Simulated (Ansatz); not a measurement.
Notes on Rb

```
Rb
1.0
     0.00000    3.24012    3.24012
     3.24012    0.00000    3.24012
     3.24012    3.24012    0.00000
Rb
1
Direct
  0.00000 0.00000 0.00000
```

Level: r2SCAN, no spin polarisation; 500 eV; 9×9×9 Γ-centred mesh; fermi-dirac occupations (width 0.1 eV); Ansatz 0.2.0, fixed geometry.

Task: Describe some of the short contacts.

Result: Rb–Rb at 4.58 Å: least valence density 0.02 e/Å³ and ELF 0.13 there, so no covalent bond. Both are smooth PAW fields, read partly inside the augmentation spheres.

Task: What happens at the Fermi level?

Result: It is a metal, with about 0.86 states/eV a cell as the mean within 0.25 eV of the Fermi level, mostly Rb s (86 %).

Task: What does the stress say?

Result: The pressure is 1.6 GPa (compression positive), so with the atoms held at these fractions the cell would first expand.

Origin: a known structure type with other elements, at an estimated volume, so it need not be a known compound.
